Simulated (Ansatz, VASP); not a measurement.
**One calculation of W, two programs**

```
W
1.0
     5.09903    0.00000    0.00000
     0.00000    5.09903    0.00000
     0.00000    0.00000    5.09903
W
8
Direct
  0.00000 0.00000 0.00000
  0.50000 0.50000 0.50000
  0.00000 0.50000 0.25000
  0.00000 0.50000 0.75000
  0.25000 0.00000 0.50000
  0.75000 0.00000 0.50000
  0.50000 0.75000 0.00000
  0.50000 0.25000 0.00000
```

Alike in both runs: functional RPBE; k mesh 5 × 5 × 5; occupations fermi-dirac, width 0.1 eV; no spin polarisation.

Ansatz relaxed the structure, and its values are those at the end. VASP's run is a single point on that final structure, the one shown.

|  | VASP | Ansatz |
| --- | --- | --- |
| version | VASP 6.6.1 | Ansatz 0.2.0 |
| potentials or method | VASP PAW PBE potentials, release 64 (W_sv) | plane waves (420 eV) with PAW, scalar-relativistic |
| plane-wave cutoff (eV) | 520 | 420 |
| valence electrons in the cell | 112 | 112 |

|  | VASP | Ansatz | Ansatz less VASP |
| --- | --- | --- | --- |
| pressure (GPa) | 0.5 | 0.0 | -0.51 |

The functional is the same, so the differences come from potentials, cutoffs and numerics.

Caveats: the PAW data sets were made with another functional, which shifts forces and pressure a little (VASP). Spin-orbit coupling is left out, which matters for the levels of W.
